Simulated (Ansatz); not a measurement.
The system is Co.

```xyz
4
Lattice="2.4706 0.0000 0.0000 -1.2353 2.1396 0.0000 0.0000 0.0000 8.0882" Properties=species:S:1:pos:R:3 pbc="T T T"
Co    1.2353    0.7132    6.0662
Co    0.0000    0.0000    4.0441
Co    0.0000    1.4264    2.0221
Co    0.0000    0.0000    0.0000
```

Base run:

| Item | Value |
| --- | --- |
| Program | Ansatz 0.2.0 |
| Functional | PBEsol |
| Potentials or basis | all-electron LAPW, scalar-relativistic |
| Cutoff | 290 eV (chosen from the basis error) |
| Basis error allowed | 0.002 eV/atom |
| k mesh | 12 × 12 × 4 |
| Occupations | fermi-dirac, width 0.05 eV |
| Spin | no spin polarisation |

Its results: band gap on the k mesh none (metal or under the smearing width); pressure -18.7 GPa.

Task: The run is repeated on the same cell with these changes: spin from no spin polarisation to collinear spin, ferromagnetic start. What comes out?

Result: Band gap on the k mesh none (metal or under the smearing width); pressure -5.8 GPa; net moment 6.59 μB per cell; site moments Co +1.70, +1.69 μB.
